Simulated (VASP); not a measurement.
# VASP 6.6.1 run: BaO

INCAR

```
ENCUT = 520
EDIFF = 1E-7
LASPH = .TRUE.
ISIF = 2
LREAL = .FALSE.
ALGO = Normal
ISMEAR = 0
NELM = 120
PREC = Accurate
NBANDS = 32
SIGMA = 0.01
LCHARG = .FALSE.
LWAVE = .FALSE.
METAGGA = R2SCAN
IBRION = -1
NSW = 0
```

KPOINTS

```
KPOINTS created by Atomic Simulation Environment
0
Gamma
8 8 8
0 0 0
```

POSCAR

```
Ba O
 1.0000000000000000
     0.0000000000000000    2.7165038293000001    2.7165038293000001
     2.7165038293000001    0.0000000000000000    2.7165038293000001
     2.7165038293000001    2.7165038293000001    0.0000000000000000
 Ba  O
   1   1
Cartesian
  0.0000000000000000  0.0000000000000000  0.0000000000000000
  2.7165038292999997  2.7165038292999997  2.7165038292999997
```

The recommended PBE PAW datasets give the neutral cell 16 valence electrons.

Command

```
mpirun -np 1 vasp_std
```

OSZICAR

```
N       E                     dE             d eps       ncg     rms          rms(c)
DAV:   1     0.467808346057E+02    0.46781E+02   -0.70418E+03  1856   0.482E+02
DAV:   2    -0.425258782976E+02   -0.89307E+02   -0.83069E+02  2328   0.141E+02
DAV:   3    -0.452840440824E+02   -0.27582E+01   -0.27319E+01  2392   0.201E+01
DAV:   4    -0.452972898583E+02   -0.13246E-01   -0.13245E-01  2088   0.157E+00
DAV:   5    -0.452973202133E+02   -0.30355E-04   -0.30355E-04  2352   0.685E-02    0.933E+00
DAV:   6    -0.376179377874E+02    0.76794E+01   -0.14884E+00  2144   0.950E+00    0.423E+00
DAV:   7    -0.377590980236E+02   -0.14116E+00   -0.17659E-01  2256   0.200E+00    0.245E+00
DAV:   8    -0.377565593358E+02    0.25387E-02   -0.11175E-01  2232   0.170E+00    0.614E-01
DAV:   9    -0.377528646199E+02    0.36947E-02   -0.71402E-03  2272   0.553E-01    0.236E-01
DAV:  10    -0.377550059795E+02   -0.21414E-02   -0.27908E-03  2112   0.439E-01    0.344E-01
DAV:  11    -0.377525702669E+02    0.24357E-02   -0.12764E-03  2120   0.286E-01    0.415E-02
DAV:  12    -0.377525100563E+02    0.60211E-04   -0.18086E-04  2168   0.630E-02    0.140E-02
DAV:  13    -0.377525110839E+02   -0.10276E-05   -0.34814E-06  2232   0.949E-03    0.112E-02
DAV:  14    -0.377525087241E+02    0.23598E-05   -0.15754E-06  2176   0.805E-03    0.306E-04
DAV:  15    -0.377525085955E+02    0.12859E-06   -0.16619E-07  2224   0.175E-03    0.832E-04
DAV:  16    -0.377525085396E+02    0.55881E-07   -0.16063E-09  1224   0.308E-04
   1 F= -.37752509E+02 E0= -.37752509E+02  d E =-.723051E-25
```

From OUTCAR

```
k-points           NKPTS =     29   k-points in BZ     NKDIM =     29   number of bands    NBANDS=     32

   NELECT =      16.0000    total number of electrons

   dimension x,y,z NGX =    30 NGY =   30 NGZ =   30
   dimension x,y,z NGXF=    60 NGYF=   60 NGZF=   60

  energy-cutoff  :      520.00
  volume of cell :       40.09
      direct lattice vectors                 reciprocal lattice vectors
     0.000000000  2.716503829  2.716503829    -0.184060112  0.184060112  0.184060112
     2.716503829  0.000000000  2.716503829     0.184060112 -0.184060112  0.184060112
     2.716503829  2.716503829  0.000000000     0.184060112  0.184060112 -0.184060112

 k-points in reciprocal lattice and weights: KPOINTS created by Atomic Simulation Env
   0.00000000  0.00000000  0.00000000       0.002
   0.12500000  0.00000000  0.00000000       0.016
   0.25000000  0.00000000  0.00000000       0.016
   0.37500000  0.00000000  0.00000000       0.016
   0.50000000  0.00000000  0.00000000       0.008
   0.12500000  0.12500000  0.00000000       0.012
   0.25000000  0.12500000  0.00000000       0.047
   0.37500000  0.12500000  0.00000000       0.047
   ...

 E-fermi :   2.1571

 k-point     1 :       0.0000    0.0000    0.0000
  band No.  band energies     occupation
      1     -24.6295      2.00000
      2     -14.0832      2.00000
      3      -8.5789      2.00000
      4      -8.5789      2.00000
      5      -8.5789      2.00000
      6       1.5449      2.00000
      7       1.5449      2.00000
      8       1.5449      2.00000
      9       6.4811      0.00000
     10       7.1547      0.00000
     11       7.1547      0.00000
     12       7.1547      0.00000
     13       9.7494      0.00000
     14       9.7494      0.00000
     15      12.5009      0.00000
     16      22.8010      0.00000
     17      22.8010      0.00000
     18      22.8010      0.00000
     19      27.6642      0.00000
     20      27.6642      0.00000
     21      27.6642      0.00000
     22      30.9992      0.00000
     23      31.9196      0.00000
     24      31.9196      0.00000
     25      31.9196      0.00000
     26      32.1622      0.00000
     27      32.1622      0.00000
     28      33.2468      0.00000
     29      33.2468      0.00000
     30      33.2468      0.00000
     31      39.9221      0.00000
     32      40.5265      0.00000

 ...

  Total        1.8579929      1.8579929      1.8579929     -0.0000000      0.0000000     -0.0000000
  in kB       74.2495240     74.2495240     74.2495240     -0.0000000      0.0000000     -0.0000000
  external PRESSURE =      74.2495240 kB  Pullay stress =       0.0000000 kB

 POSITION                                       TOTAL-FORCE (eV/Angst)
 -----------------------------------------------------------------------------------
      0.00000      0.00000      0.00000        -0.000000     -0.000000     -0.000000
      2.71650      2.71650      2.71650         0.000000      0.000000      0.000000
 -----------------------------------------------------------------------------------
    total drift:                                0.000000      0.000000      0.000000

  FREE ENERGIE OF THE ION-ELECTRON SYSTEM (eV)
  ---------------------------------------------------
  free  energy   TOTEN  =       -37.7525085396 eV

  energy  without entropy=      -37.7525085396  energy(sigma->0) =      -37.75250854
```

It converged. Results: gap between bands v and c on the k mesh 2.09 eV; least direct gap on the k mesh 2.09 eV; pressure 7.4 GPa. Band v is the last that the valence electrons fill when counted band by band, and c is the next.

For comparison, a separate r²SCAN run of the intended cell, on usual settings and not on those above, gives a gap of 2.09 eV on its mesh and a pressure of 7.4 GPa.

The run above took about 2.8 min on one core of a shared host (Intel Xeon Platinum 8488C) and held 0.18 GiB at most.
